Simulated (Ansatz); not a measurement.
All numbers below come from Ansatz, DFT PBE, scalar-relativistic, plane waves, PAW. Settings: cutoff 420 eV, Γ-centred meshes spaced at most about 0.3 Å⁻¹, and about 0.25 Å⁻¹ or finer for metals (2π included), Gaussian smearing. No spin polarisation.

These are static total energies at zero pressure.

Task: Order these relaxed structures of In2GaP3 by energy, lowest first, with the energy over the lowest of them.
A.

```cif
data_structure
_symmetry_space_group_name_H-M 'Cmmm'
_symmetry_Int_Tables_number 65
_cell_length_a 3.4913
_cell_length_b 19.9457
_cell_length_c 3.6978
_cell_angle_alpha 90.000
_cell_angle_beta 90.000
_cell_angle_gamma 90.000
_cell_volume 257.50
loop_
_atom_site_label
_atom_site_type_symbol
_atom_site_symmetry_multiplicity
_atom_site_Wyckoff_symbol
_atom_site_fract_x
_atom_site_fract_y
_atom_site_fract_z
_atom_site_occupancy
In1 In 4 j 0.00000 0.87138 0.50000 1
Ga1 Ga 2 a 0.00000 0.00000 0.00000 1
P1 P 2 c 0.50000 0.00000 0.50000 1
P2 P 4 i 0.00000 0.71390 0.00000 1
```

B.

```cif
data_structure
_symmetry_space_group_name_H-M 'P4/mmm'
_symmetry_Int_Tables_number 123
_cell_length_a 3.9240
_cell_length_b 3.9240
_cell_length_c 9.8462
_cell_angle_alpha 90.000
_cell_angle_beta 90.000
_cell_angle_gamma 90.000
_cell_volume 151.61
loop_
_atom_site_label
_atom_site_type_symbol
_atom_site_symmetry_multiplicity
_atom_site_Wyckoff_symbol
_atom_site_fract_x
_atom_site_fract_y
_atom_site_fract_z
_atom_site_occupancy
In1 In 1 b 0.00000 0.00000 0.50000 1
In2 In 1 c 0.50000 0.50000 0.00000 1
Ga1 Ga 1 a 0.00000 0.00000 0.00000 1
P1 P 2 g 0.00000 0.00000 0.22636 1
P2 P 1 d 0.50000 0.50000 0.50000 1
```

Result: A (0 meV/atom), B (577 meV/atom). Forms: A Cmmm; B P4/mmm. Counting P atoms around Ga and In (those within 1.25 times the shortest such distance or 1.15 times the sum of covalent radii; a plus sign parts nearer from farther groups; the shortest distance is added where it is long for a bond; a slash parts the counts of unlike sites): A has In 6+2 from 3.1 Å, Ga 4; B has In 6/8 from 3.6 Å, Ga 2. A holds P–P chains (shortest 2.26 Å); in B the shortest P–P distance is 3.87 Å. Both come from invented guesses. The lowest form computed isn't among them: it has In and Ga ordered on zinc blende sites, space group P3m1 (No. 156), 24.6 Å³/atom and lies 0.39 eV/atom below the best shown. Even the lowest of the cells shown lies +0.12 eV/atom against the elements.

Cells relaxed within their symmetry can be saddle points. Some structure types and database cells were kept out of the candidates from the start, so a known form may be missing.
